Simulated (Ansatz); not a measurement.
`OCCC[SiH3]` + `CC[AsH]C` → `CC[AsH][SiH3]` + `CCCCO`  (formal exchange of groups at the Si–C bond)

Calculated with Ansatz (gas phase, PBE0-D4/def2-TZVP geometries, no zero-point term in ΔE). CCSD(T)/CBS is the MP2 limit (def2-TZVPP, def2-QZVPP) plus CCSD(T) − MP2 in def2-TZVPP, frozen cores. DFT in def2-TZVPP. B3LYP here is the variant with VWN-RPA as its local correlation; programs differ in this. For As outer-core shells are correlated without core-valence functions, which leaves a few kJ/mol of doubt a bond. Scalar relativity is left out up to krypton. One conformer a species, not always the lowest.

`OCCC[SiH3]`:

```xyz
15

O     0.531   -2.039   -0.418
C     0.753   -0.796   -1.055
C     1.130    0.219   -0.001
C     0.068    0.402    1.081
Si   -1.607    1.007    0.485
H     0.218   -2.669   -1.071
H    -0.151   -0.467   -1.588
H     1.563   -0.873   -1.794
H     1.327    1.172   -0.505
H     2.073   -0.095    0.459
H    -0.085   -0.543    1.611
H     0.422    1.120    1.828
H    -2.318   -0.008   -0.339
H    -2.472    1.334    1.652
H    -1.452    2.236   -0.344
```

`CC[AsH]C`:

Cartesian coordinates in Å:
```
C -0.714 -1.799 0.815
C -0.595 -0.328 0.462
As 1.246 0.161 -0.063
C 0.854 1.950 -0.783
H -1.726 -2.047 1.148
H -0.487 -2.434 -0.045
H -0.026 -2.075 1.618
H -1.280 -0.055 -0.344
H -0.841 0.298 1.325
H 1.193 -0.554 -1.412
H 0.678 2.629 0.053
H 1.718 2.310 -1.341
H -0.021 1.944 -1.433
```

`CC[AsH][SiH3]`:

Cartesian coordinates in Å:
```
C 0.044 2.165 0.522
C 0.002 0.863 -0.257
As -0.799 -0.600 0.827
Si -0.141 -2.376 -0.581
H 0.440 2.977 -0.095
H 0.682 2.080 1.405
H -0.952 2.460 0.861
H -0.630 0.959 -1.143
H 0.998 0.571 -0.594
H 0.411 -0.801 1.735
H -0.311 -3.667 0.135
H 1.273 -2.252 -1.032
H -1.017 -2.379 -1.784
```

`CCCCO`:

Z-matrix (Å, degrees):
```
C
C 1 1.519
H 1 1.093 2 111.1
H 1 1.094 2 111.1 3 -119.6
H 1 1.092 2 111.6 3 120.2
C 2 1.520 1 112.9 3 59.6
H 2 1.096 1 109.6 3 -178.2
H 2 1.096 1 109.6 3 -62.3
C 6 1.515 2 112.9 1 179.5
H 6 1.096 2 110.1 1 -58.8
H 6 1.099 2 109.3 1 57.8
O 9 1.412 6 113.3 2 177.4
H 9 1.094 6 110.0 2 59.5
H 9 1.100 6 109.8 2 -57.9
H 12 0.961 9 108.2 6 58.9
```

| level | ΔE (kcal/mol) |
| --- | --- |
| B3LYP-D4 | -5.5 |
| r2SCAN | -6.1 |
| CCSD/def2-TZVPP | -5.0 |
| CCSD/CBS(def2) | -5.6 |

Q: What does CCSD(T)/CBS give? (An estimate is asked.)

A: The calculation gave: -5.5 kcal/mol. The listed levels differ from it by 0.0, -0.6, 0.5, -0.1 kcal/mol.

Largest T1 diagnostic among the species: 0.011.

In def2-TZVPP, CCSD(T) changes the Hartree–Fock value by +1.4 kcal/mol (the triples alone add +0.1 kcal/mol) and MP2 by +2.0 kcal/mol. The D4 term adds +0.9 kcal/mol with B3LYP and +0.5 kcal/mol with PBE0; it sums over pairs of atoms, weighted by their polarisabilities, and B3LYP, whose exchange is more repulsive, gets the larger term.

CCSD(T)/CBS has its own doubt, a few kJ/mol and more with outer-core shells, so smaller differences from it don't rank the levels.
